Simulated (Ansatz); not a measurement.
CaF₂:
```yaml
crystal:
  lattice:
    - [0.00000, 2.71038, 2.71038]
    - [2.71038, 0.00000, 2.71038]
    - [2.71038, 2.71038, 0.00000]
  atoms:
    - { symbol: Ca, position: [0.00000, 0.00000, 0.00000] }
    - { symbol: F, position: [0.25000, 0.25000, 0.25000] }
    - { symbol: F, position: [0.75000, 0.75000, 0.75000] }
```

Relaxed with PBEsol. Special points in fractions of this cell's reciprocal vectors: Γ (0.000, 0.000, 0.000); X (0.500, 0.000, 0.500); U (0.625, 0.250, 0.625); K (0.375, 0.375, 0.750); L (0.500, 0.500, 0.500); W (0.500, 0.250, 0.750).

Task: List the band energies nearest the valence-band maximum at these points for plane-wave PAW PBEsol (Ansatz code).

Result: In eV from the valence-band maximum; about four levels below and three above (degenerate sets whole), none deeper than 8.9 eV; points with the same levels are listed once.

```
k                                below                  above
-  -----------------------------------  ---------------------
Γ  -2.21 -2.21 -2.21 -0.26 -0.26 -0.26         7.25 9.22 9.22
X         -1.70 -1.70 -0.38 -0.38 0.00        8.09 9.61 10.20
U              -1.55 -0.68 -0.45 -0.10         8.36 9.81 9.91
L              -1.34 -1.29 -0.86 -0.86         9.45 9.45 9.86
W              -1.08 -1.08 -0.29 -0.09  8.43 9.84 10.04 10.04
```

Space group Fm-3m (fluorite). The PBEsol relaxation kept the symmetry of its start.

Potentials: the later of the program's two PAW sets.
